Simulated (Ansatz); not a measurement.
Li2O (anti-fluorite, space group No. 225), PBE (plane waves, PAW; program Ansatz): ε∞ = 2.92, cell volume 24.75 Å³. Infrared-active transverse modes:

| ω_TO (cm⁻¹) | oscillator strength S_xx (e²/amu) |
|---|---|
| 422.2 | 0.4410 |

Q: Compute the static dielectric constant.

A: Each mode adds (4.921e7/V) S/ω²: 4.92. So ε0 = 7.84.

Q: What LO frequency does the Lyddane–Sachs–Teller relation give?

A: ω_LO = ω_TO √(ε0/ε∞) = 692 cm⁻¹.

Space group Fm-3m (anti-fluorite). The PBE relaxation kept the symmetry of its start; phonons on a q-mesh show no instability.

Potentials: the later of the program's two PAW sets.
